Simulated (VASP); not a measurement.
# Cu in VASP: relaxation of the atoms with LDA

Aim: the relaxation of the atoms of Cu with LDA.

All numbers are computed with VASP 6.6.1; they aren't measurements. Logs are shortened: lines on timing, memory, paths and dates and some standing lists are left out, and cuts for length are marked.

## (1) Starting point

The cell holds a slab with vacuum, 11 atoms: a = 3.523 Å, b = 2.491 Å, c = 27.456 Å, α = 90.00°, β = 90.00°, γ = 90.00°.

The cell was built by a generator and needn't be a form met in nature.

## (2) Relaxation of the atoms, LDA

INCAR reads:

```
SYSTEM = Cu
  ALGO = Fast
  EDIFF = 1E-6
  EDIFFG = -0.01
  ENCUT = 520
  GGA = CA
  IBRION = 2
  ISIF = 2
  ISMEAR = 1
  KPAR = 8
  LASPH = .TRUE.
  LCHARG = .FALSE.
  LREAL = .FALSE.
  LWAVE = .FALSE.
  NELM = 80
  NSW = 40
  PREC = Accurate
  SIGMA = 0.2
```

KPOINTS reads:

```
k-points
0
G
  12 18 1
  0 0 0
```

POSCAR reads:

```
Cu
1.0
    3.5230000000      0.0000000000      0.0000000000
    0.0000000000      2.4911371901      0.0000000000
    0.0000000000      0.0000000000     27.4556859506
Cu
11
Direct
    0.0000000000      0.0000000000      0.2731674602
    0.5000000000      0.5000000000      0.3185339682
    0.0000000000      0.0000000000      0.3639004761
    0.5000000000      0.5000000000      0.4092669841
    0.0000000000      0.0000000000      0.4546334920
    0.5000000000      0.5000000000      0.5000000000
    0.0000000000      0.0000000000      0.5453665080
    0.5000000000      0.5000000000      0.5907330159
    0.0000000000      0.0000000000      0.6360995239
    0.5000000000      0.5000000000      0.6814660318
    0.0000000000      0.0000000000      0.7268325398
```

Potentials or basis: VASP PAW LDA potentials, release 64 (Cu).

Run with:

```sh
$ cat potpaw_LDA.64/Cu/POTCAR > POTCAR
$ mpirun -np 8 vasp_std > vasp.out
```

OUTCAR:

```text
SYSTEM = Cu
   EDIFF = 1E-6
   EDIFFG = -0.01
   ENCUT = 520
   GGA = CA
   IBRION = 2
   ISIF = 2
   ISMEAR = 1
   LASPH = .TRUE.
   LREAL = .FALSE.
   NELM = 80
   NSW = 40
   PREC = Accurate

 ion  position               nearest neighbor table
   1  0.000  0.000  0.273-   3 2.49   2 2.49   2 2.49   2 2.49   2 2.49
   2  0.500  0.500  0.319-   3 2.49   3 2.49   3 2.49   3 2.49   4 2.49   1 2.49   1 2.49   1 2.49
                             1 2.49
   3  0.000  0.000  0.364-   2 2.49   2 2.49   2 2.49   2 2.49   5 2.49   1 2.49   4 2.49   4 2.49
                             4 2.49   4 2.49
   4  0.500  0.500  0.409-   5 2.49   5 2.49   5 2.49   5 2.49   6 2.49   2 2.49   3 2.49   3 2.49
                             3 2.49   3 2.49
   5  0.000  0.000  0.455-   4 2.49   4 2.49   4 2.49   4 2.49   3 2.49   6 2.49   6 2.49   6 2.49
                             6 2.49   7 2.49
   6  0.500  0.500  0.500-   4 2.49   8 2.49   7 2.49   5 2.49   5 2.49   7 2.49   5 2.49   7 2.49
                             5 2.49   7 2.49
   7  0.000  0.000  0.545-   8 2.49   8 2.49   8 2.49   8 2.49   9 2.49   6 2.49   6 2.49   6 2.49
                             6 2.49   5 2.49
   8  0.500  0.500  0.591-   7 2.49   7 2.49   7 2.49   7 2.49  10 2.49   6 2.49   9 2.49   9 2.49
                             9 2.49   9 2.49
   9  0.000  0.000  0.636-  10 2.49  10 2.49  10 2.49  10 2.49  11 2.49   7 2.49   8 2.49   8 2.49
                             8 2.49   8 2.49
  10  0.500  0.500  0.681-   9 2.49   9 2.49   9 2.49   9 2.49   8 2.49  11 2.49  11 2.49  11 2.49
                            11 2.49
  11  0.000  0.000  0.727-   9 2.49  10 2.49  10 2.49  10 2.49  10 2.49

  LATTYP: Found a simple orthorhombic cell.
 ALAT       =     2.4911371901
 B/A-ratio  =     1.4142135624
 C/A-ratio  =    11.0213464195

  Lattice vectors:

 A1 = (   0.0000000000,  -2.4911371901,   0.0000000000)
 A2 = (   3.5230000000,   0.0000000000,   0.0000000000)
 A3 = (   0.0000000000,   0.0000000000,  27.4556859506)

Analysis of symmetry for initial positions (statically):
=====================================================================
 Subroutine PRICEL returns:
 Original cell was already a primitive cell.

 Routine SETGRP: Setting up the symmetry group for a
 simple orthorhombic supercell.

 Subroutine GETGRP returns: Found  8 space group operations
 (whereof  8 operations were pure point group operations)
 out of a pool of  8 trial point group operations.

The static configuration has the point symmetry D_2h.

Analysis of symmetry for dynamics (positions and initial velocities):
=====================================================================
 Subroutine PRICEL returns:
 Original cell was already a primitive cell.

 Routine SETGRP: Setting up the symmetry group for a
 simple orthorhombic supercell.

 Subroutine GETGRP returns: Found  8 space group operations
 (whereof  8 operations were pure point group operations)
 out of a pool of  8 trial point group operations.

The dynamic configuration has the point symmetry D_2h.

 Subroutine INISYM returns: Found  8 space group operations
 (whereof  8 operations are pure point group operations),
 and found     1 'primitive' translations

----------------------------------------------------------------------------------------

                                     Primitive cell

  volume of cell :     240.9587

  direct lattice vectors                    reciprocal lattice vectors
     3.523000000  0.000000000  0.000000000     0.283848992  0.000000000  0.000000000
     0.000000000  2.491137190  0.000000000     0.000000000  0.401423095  0.000000000
     0.000000000  0.000000000 27.455685951     0.000000000  0.000000000  0.036422328

  length of vectors
     3.523000000  2.491137190 27.455685951     0.283848992  0.401423095  0.036422328

  position of ions in fractional coordinates (direct lattice)
     0.000000000  0.000000000  0.273167460
     0.500000000  0.500000000  0.318533968
     0.000000000  0.000000000  0.363900476
     0.500000000  0.500000000  0.409266984
     0.000000000  0.000000000  0.454633492
     0.500000000  0.500000000  0.500000000
     0.000000000  0.000000000  0.545366508
     0.500000000  0.500000000  0.590733016
     0.000000000  0.000000000  0.636099524
     0.500000000  0.500000000  0.681466032
     0.000000000  0.000000000  0.726832540

  ion indices of the primitive-cell ions
   primitive index   ion index
                 1           1
                 2           2
                 3           3
                 4           4
                 5           5
                 6           6
                 7           7
                 8           8
                 9           9
                10          10
                11          11

----------------------------------------------------------------------------------------

 KPOINTS: k-points

Automatic generation of k-mesh.
 Grid dimensions read from file:
 generate k-points for:   12   18    1

 Generating k-lattice:

  Cartesian coordinates                     Fractional coordinates (reciprocal lattice)
     0.023654083  0.000000000  0.000000000     0.083333333  0.000000000  0.000000000
     0.000000000  0.022301283  0.000000000     0.000000000  0.055555556  0.000000000
     0.000000000  0.000000000  0.036422328     0.000000000  0.000000000  1.000000000

  Length of vectors
     0.023654083  0.022301283  0.036422328

  Shift w.r.t. Gamma in fractional coordinates (k-lattice)
     0.000000000  0.000000000  0.000000000

 Subroutine IBZKPT returns following result:
 ===========================================

 Found     70 irreducible k-points:

 Following reciprocal coordinates:
            Coordinates               Weight
  0.000000  0.000000  0.000000      1.000000
  0.083333  0.000000  0.000000      2.000000
  0.166667  0.000000  0.000000      2.000000
  0.250000  0.000000  0.000000      2.000000
  0.333333  0.000000  0.000000      2.000000
  0.416667  0.000000  0.000000      2.000000
[... 16 lines left out ...]
  0.083333  0.166667  0.000000      4.000000
  0.166667  0.166667  0.000000      4.000000
 [... further k-points ...]
   k-points           NKPTS =     70   k-points in BZ     NKDIM =     70   number of bands    NBANDS=     72
   number of dos      NEDOS =    301   number of ions     NIONS =     11
   total plane-waves  NPLWV = 117600
   dimension x,y,z NGX =    28 NGY =   20 NGZ =  210
   dimension x,y,z NGXF=    56 NGYF=   40 NGZF=  420
   ions per type =              11
   NGX,Y,Z   is equivalent  to a cutoff of  13.21, 13.35, 12.72 a.u.
   NGXF,Y,Z  is equivalent  to a cutoff of  26.43, 26.69, 25.43 a.u.
 SYSTEM =  Cu
   PREC   = accura    normal or accurate (medium, high low for compatibility)
   ISTART =      0    job   : 0-new  1-cont  2-samecut
   ICHARG =      2    charge: 1-file 2-atom 10-const
   ISPIN  =      1    spin polarized calculation?
   LNONCOLLINEAR =      F non collinear calculations
   LSORBIT =      F    spin-orbit coupling
   LASPH  =      T    aspherical Exc in radial PAW
   ENCUT  =  520.0 eV  38.22 Ry    6.18 a.u.   6.55  4.63 51.05*2*pi/ulx,y,z
   NELM   =     80;   NELMIN=  2; NELMDL= -5     # of ELM steps
   EDIFF  = 0.1E-05   stopping-criterion for ELM
   LREAL  =      F    real-space projection
   EDIFFG = -.1E-01   stopping-criterion for IOM
   NSW    =     40    number of steps for IOM
   IBRION =      2    ionic relax: 0-MD 1-quasi-New 2-CG
   NFREE  =      1    steps in history (QN), initial steepest desc. (CG)
   ISIF   =      2    stress and relaxation
   ISYM   =      2    0-nonsym 1-usesym 2-fastsym
   POTIM  = 0.5000    time-step for ionic-motion
   TEBEG  =    0.0;   TEEND  =   0.0 temperature during run
   PSTRESS=    0.0 pullay stress
   NELECT =     121.0000    total number of electrons
   NUPDOWN=      -1.0000    fix difference up-down
   EMIN   =  10.00;   EMAX   =-10.00  energy-range for DOS
   EFERMI =   0.00;   METHOD = LEGACY
   ISMEAR =     1;   SIGMA  =   0.20  broadening in eV -4-tet -1-fermi 0-gaus
   EFERMI_NEDOS =   21; number of points for ismear=-14 and -15
   IALGO  =     68    algorithm
   IMIX   =      4    mixing-type and parameters
     AMIX     =   0.40;   BMIX     =  1.00
     AMIX_MAG =   1.60;   BMIX_MAG =  1.00
  volume/ion in A,a.u.               =      21.91       147.82
  Fermi-wavevector in a.u.,A,eV,Ry     =   1.301235  2.458978 23.037557  1.693213
  Thomas-Fermi vector in A             =   2.432382
   LORBIT       =      0    0 simple, 1 ext, 2 COOP (PROOUT), +10 PAW based schemes
   GGA     = CA    functional components
   LHFCALC =     F    Hartree Fock is set to
   AEXX    =    0.0000 exact exchange contribution
   IVDW    =     0    specifies the selected vdW correction
   LEPSILON=     F    determine dielectric tensor
   LRPA    =     F    only Hartree local field effects (RPA)
 conjugate gradient relaxation of ions
 non-spin polarized calculation
 RMM-DIIS sequential band-by-band and
 Methfessel and Paxton  Order N= 1 SIGMA  =   0.20
  energy-cutoff  :      520.00
  volume of cell :      240.96
 maximum number of plane-waves:      6550
 NGX is ok and might be reduce to    28
   NGX = 13   NGY =  9   NGZ =103

--------------------------------------- Ionic step        1  -------------------------------------------

 number of electron     121.0000069 magnetization

 Free energy of the ion-electron system (eV)
  ---------------------------------------------------
  ext. energy  EPLUGINS =         0.00000000
  ---------------------------------------------------
  free energy    TOTEN  =       -49.46230936 eV

  energy without entropy =      -49.47059987  energy(sigma->0) =      -49.46507286

------------------------ aborting loop because EDIFF is reached ----------------------------------------

  FORCE on cell =-STRESS in cart. coord.  units (eV):
  Direction    XX          YY          ZZ          XY          YZ          ZX
  --------------------------------------------------------------------------------------
  -------------------------------------------------------------------------------------
  Total       -3.1242129     -2.4169648     -1.9959421      0.0000000      0.0000000      0.0000000
  in kB      -20.7734491    -16.0708305    -13.2713752      0.0000000      0.0000000      0.0000000
  external PRESSURE =     -16.7052183 kB  Pullay stress =       0.0000000 kB
[... 116 lines left out ...]
  FREE ENERGIE OF THE ION-ELECTRON SYSTEM (eV)
  ---------------------------------------------------
  free  energy   TOTEN  =       -49.5231007095 eV

  energy  without entropy=      -49.5313689073  energy(sigma->0) =      -49.52585678

[... ionic steps 4 to 12 ...]

--------------------------------------- Ionic step       13  -------------------------------------------

 number of electron     121.0000071 magnetization

------------------------ aborting loop because EDIFF is reached ----------------------------------------

  FORCE on cell =-STRESS in cart. coord.  units (eV):
  Direction    XX          YY          ZZ          XY          YZ          ZX
  --------------------------------------------------------------------------------------
  -------------------------------------------------------------------------------------
  Total       -1.5225275     -1.5602472     -0.1265449     -0.0000000      0.0000000      0.0000000
  in kB      -10.1235573    -10.3743619     -0.8414196     -0.0000000      0.0000000      0.0000000
  external PRESSURE =      -7.1131129 kB  Pullay stress =       0.0000000 kB
[... 75 lines left out ...]
  energy  without entropy=      -49.5369039367  energy(sigma->0) =      -49.53101937

--------------------------------------- Ionic step       15  -------------------------------------------

 number of electron     121.0000069 magnetization

 Free energy of the ion-electron system (eV)
  ---------------------------------------------------
  ext. energy  EPLUGINS =         0.00000000
  ---------------------------------------------------
  free energy    TOTEN  =       -49.52826096 eV

  energy without entropy =      -49.53710298  energy(sigma->0) =      -49.53120830

 E-fermi :   1.8603     XC(G=0):  -7.5014

 val. band max:        1.8574931711   @ k =   0.0000   0.5000   0.0000
 cond. band min:       1.8727595002   @ k =   0.1667   0.5000   0.0000
 fundamental gap:      0.0152663291
 Fermi energy:         1.8603123171

 k-point     1 :       0.0000    0.0000    0.0000
  band No.  band energies     occupation
      1      -7.9405      2.00000
      2      -7.3768      2.00000
      3      -6.4947      2.00000
      4      -5.3788      2.00000
      5      -4.1614      2.00000
      6      -3.4637      2.00000
[... 1789 lines left out ...]
     71       7.9505      0.00000
     72       8.9309      0.00000

 [... further k-points ...]
[... 5 lines left out ...]
  --------------------------------------------------------------------------------------
  -------------------------------------------------------------------------------------
  Total       -1.5037491     -1.5473469     -0.1243259      0.0000000      0.0000000      0.0000000
  in kB       -9.9986961    -10.2885857     -0.8266650      0.0000000      0.0000000      0.0000000
  external PRESSURE =      -7.0379823 kB  Pullay stress =       0.0000000 kB
[... 26 lines left out ...]
  FREE ENERGIE OF THE ION-ELECTRON SYSTEM (eV)
  ---------------------------------------------------
  free  energy   TOTEN  =       -49.5282609556 eV

  energy  without entropy=      -49.5371029797  energy(sigma->0) =      -49.53120830

 reached required accuracy - stopping structural energy minimisation
```

Wall time 40 min (8 MPI ranks of Intel Xeon Platinum 8259CL at 2.50GHz (Skylake/Cascade Lake), shared host); peak memory 0.83 GiB.

Results:

* Free energy: -49.5283 eV
* Energy gained by relaxing: 6.0 meV/atom
* Ionic steps: 15
* Largest force after relaxing: 0.007 eV/Å
* Band gap on the k mesh: none (metal or under the smearing width)

Forces in eV/Å, atoms in the order of the input:
```
Cu   0.000  0.000  0.006
Cu   0.000  0.000  0.000
Cu   0.000  0.000 -0.001
Cu   0.000  0.000 -0.006
Cu   0.000  0.000  0.007
Cu   0.000  0.000  0.000
Cu   0.000  0.000 -0.007
Cu   0.000  0.000  0.006
Cu   0.000  0.000  0.001
Cu   0.000  0.000  0.000
Cu   0.000  0.000 -0.006
```

Step by step:
```
step  energy change (eV)  largest force (eV/Å)  pressure (GPa)
   1              0.0000                0.5300           -1.67
   2             -0.0374                0.3567           -1.51
   3             -0.0608                0.1012           -1.16
   4             -0.0608                0.1034           -1.12
   5             -0.0630                0.0415           -1.08
   6             -0.0636                0.0435           -1.02
   7             -0.0636                0.0420           -1.07
   8             -0.0636                0.0431           -1.04
   9             -0.0641                0.0311           -0.97
  10             -0.0647                0.0475           -0.86
  11             -0.0651                0.0363           -0.84
  12             -0.0656                0.0204           -0.80
  13             -0.0657                0.0507           -0.71
  14             -0.0658                0.0379           -0.75
  15             -0.0660                0.0074           -0.70
```

Final structure:
```yaml
crystal:
  lattice:
    - [3.52300, 0.00000, 0.00000]
    - [0.00000, 2.49114, 0.00000]
    - [0.00000, 0.00000, 27.45569]
  atoms:
    - { symbol: Cu, position: [0.00000, 0.00000, 0.27682] }
    - { symbol: Cu, position: [0.50000, 0.50000, 0.31758] }
    - { symbol: Cu, position: [0.00000, 0.00000, 0.36465] }
    - { symbol: Cu, position: [0.50000, 0.50000, 0.40945] }
    - { symbol: Cu, position: [0.00000, 0.00000, 0.45475] }
    - { symbol: Cu, position: [0.50000, 0.50000, 0.50000] }
    - { symbol: Cu, position: [0.00000, 0.00000, 0.54525] }
    - { symbol: Cu, position: [0.50000, 0.50000, 0.59055] }
    - { symbol: Cu, position: [0.00000, 0.00000, 0.63535] }
    - { symbol: Cu, position: [0.50000, 0.50000, 0.68242] }
    - { symbol: Cu, position: [0.00000, 0.00000, 0.72318] }
```

Levels at points of the mesh, in eV from the Fermi level:
```csv
k point,band 59,band 60,band 61,band 62,band 63,band 64
"(0.00, 0.00, 0.00)",-1.49,-1.49,-0.91,0.14,1.72,1.82
"(0.50, 0.00, 0.00)",-1.62,-1.60,-1.59,-1.51,-1.40,-1.30
"(0.00, 0.50, 0.00)",0.00,0.25,0.32,0.70,0.75,1.14
"(0.50, 0.50, 0.00)",0.57,1.71,1.90,3.18,3.41,4.16
```
